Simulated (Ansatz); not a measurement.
## AgO (F-43m)

Computed with DFT PBEsol, scalar-relativistic, plane waves, PAW in Ansatz.

Plane waves to 420 eV, a k mesh through Γ of 14×14×14 on the computed 2-atom cell and Gaussian smearing (0.10 eV); no spin polarisation.

The structure is relaxed at this level of theory with its symmetry kept. Whether it is the stable form of this composition wasn't checked.

```cif
data_structure
_symmetry_space_group_name_H-M 'P 1'
_symmetry_Int_Tables_number 1
_cell_length_a 3.4997
_cell_length_b 3.4997
_cell_length_c 3.4997
_cell_angle_alpha 60.000
_cell_angle_beta 60.000
_cell_angle_gamma 60.000
_cell_volume 30.31
loop_
_atom_site_label
_atom_site_type_symbol
_atom_site_fract_x
_atom_site_fract_y
_atom_site_fract_z
_atom_site_occupancy
Ag1 Ag 0.00000 0.00000 0.00000 1
O1 O 0.75000 0.75000 0.75000 1
```

Formation energy from the elements' standard states (uncorrected)?

+0.230 eV/atom.

Density of states at the Fermi level?

2.41 states/eV per cell.

Löwdin character within 0.5 eV of the Fermi level?

O 2p 53 %, Ag 4d 43 %.

Bulk modulus?

109 GPa.

Its pressure derivative?

5.0.

Bader charges (e)?

Ag (1 in the cell) 0.85, O (1 in the cell) -0.85.

Spin polarisation was left out, and a magnetic state may lie lower.